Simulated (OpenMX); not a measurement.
Runs of OpenMX 3.8.5 on Rh. The structure is hexagonal, space group P6_3/mmc (No. 194). Conventional cell: a = 2.731 Å, b = 2.731 Å, c = 4.428 Å, α = 90.00°, β = 90.00°, γ = 120.00°. Rh (site symmetry -6m2) has 12 Rh at 2.72 to 2.73 Å as nearest neighbours. This isn't the form of Rh at room conditions, which is fcc.

```tsv
level	gap on the mesh (eV)	pressure (GPa)	largest force (eV/Å)
PBE+D3	none	(a)	0.01
PBE	none	2.2	0.01
PBE+D3(BJ)	none	-5.1	0.01
PBE+D4	none	-6.2	0.01
```

Alike in all rows: task single point; potentials or basis OpenMX 2013 PBE set, Rh7.0-s3p2d2, grid cutoff 400 Ry; no spin polarisation; cell as given; k mesh 9 × 9 × 5; smearing fermi-dirac 0.05 eV.

Problem. Fill in the values left out.

Solution. (a) -5.4.

Caveats: the basis of atomic orbitals isn't converged, which shifts pressures, moduli and gaps; pairwise dispersion overbinds metals, which lowers pressure and volume (some runs).

A k mesh can miss the band edges, and the runs leave out spin-orbit coupling on Rh.

A gap of «none» marks a metal or a gap under the smearing width.
